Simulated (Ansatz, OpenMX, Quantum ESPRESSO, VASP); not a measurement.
# Ru: programs and potentials compared

```xyz
5
Lattice="2.7082 0.0000 0.0000 -1.3541 2.3454 0.0000 0.0000 0.0000 23.8450" Properties=species:S:1:pos:R:3 pbc="T T T"
Ru    1.3541    0.7818    7.5000
Ru    0.0000    1.5636    9.7113
Ru    0.0000    0.0000   11.9225
Ru    1.3541    0.7818   14.1338
Ru    0.0000    1.5636   16.3450
```

Alike in all runs: functional PBE; k mesh 11 × 11 × 1; occupations fermi-dirac, width 0.05 eV; no spin polarisation; no spin-orbit coupling.

```tsv
program and potentials	plane-wave cutoff (eV)	notes	largest force (eV/Å)
Ansatz, Ansatz PAW	420	16 valence electrons an atom on average	0.960
OpenMX, OpenMX 2013 PBE set, Ru7.0-s3p2d2, grid cutoff 400 Ry	-	atomic basis; 14 valence electrons an atom on average	0.777
Quantum ESPRESSO, PseudoDojo 0.4.1 SR PBE standard	1143	16 valence electrons an atom on average	?
VASP, PBE PAW files Ru_pv, 520 eV	520	14 valence electrons an atom on average	0.957
```

Problem. Estimate from the other rows what the run with Quantum ESPRESSO, PseudoDojo 0.4.1 SR PBE standard gave.

Solution. Largest force 0.941 eV/Å. The other rows, which needn't bracket it: largest force 0.777 to 0.960.
